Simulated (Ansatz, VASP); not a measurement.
## In in VASP and in Ansatz

The input INCAR:

```
SYSTEM = In
  PREC = Accurate
  ENCUT = 520
  EDIFF = 1E-6
  ISMEAR = 0
  SIGMA = 0.1
  LREAL = .FALSE.
  LASPH = .TRUE.
  NELM = 60
  ALGO = Normal
  ISIF = 2
  LWAVE = .FALSE.
  LCHARG = .FALSE.
  GGA = PE
  NBANDS = 12
```

Contents of KPOINTS:

```
regular mesh
0
G
  16 16 16
  0 0 0
```

Contents of POSCAR:

```
In
1.0
   -1.6590470145      1.6590470145      2.4868887585
    1.6590470145     -1.6590470145      2.4868887585
    1.6590470145      1.6590470145     -2.4868887585
In
1
Direct
    0.0000000000      0.0000000000      0.0000000000
```

Input for Ansatz:

```yaml
crystal:
  lattice:
    - [-1.6590470145, 1.6590470145, 2.4868887585]
    - [1.6590470145, -1.6590470145, 2.4868887585]
    - [1.6590470145, 1.6590470145, -2.4868887585]
  atoms:
    - { symbol: In, position: [0.0, 0.0, 0.0] }
basis:
  ecutwfc: 420
kpoints:
  mp_grid: { grid: [16, 16, 16] }
hamiltonian:
  xc: pbe
scf:
  occupations: { method: gaussian, width: 0.1 }
output:
  forces: true
  stress: true
  eigenvalues: true
```

Alike in both runs: task single point; functional PBE; k mesh 16 × 16 × 16; occupations gaussian, width 0.1 eV; no spin polarisation.

```csv
,VASP,Ansatz
version,VASP 6.6.1,Ansatz 0.2.0
potentials or method,"VASP PAW PBE potentials, release 64 (In_d)","scalar-relativistic, plane waves, PAW"
plane-wave cutoff (eV),520,420
valence electrons in the cell,13,13
```

|  | VASP | Ansatz | Ansatz less VASP |
| --- | --- | --- | --- |
| gap on the k mesh at the Fermi level (eV) | none | none | - |
| pressure (GPa) | 0.1 | 0.1 | +0.04 |

A gap of «none» marks a metal or a gap that the smearing closes. The functional is the same, so the differences come from potentials, cutoffs and numerics.
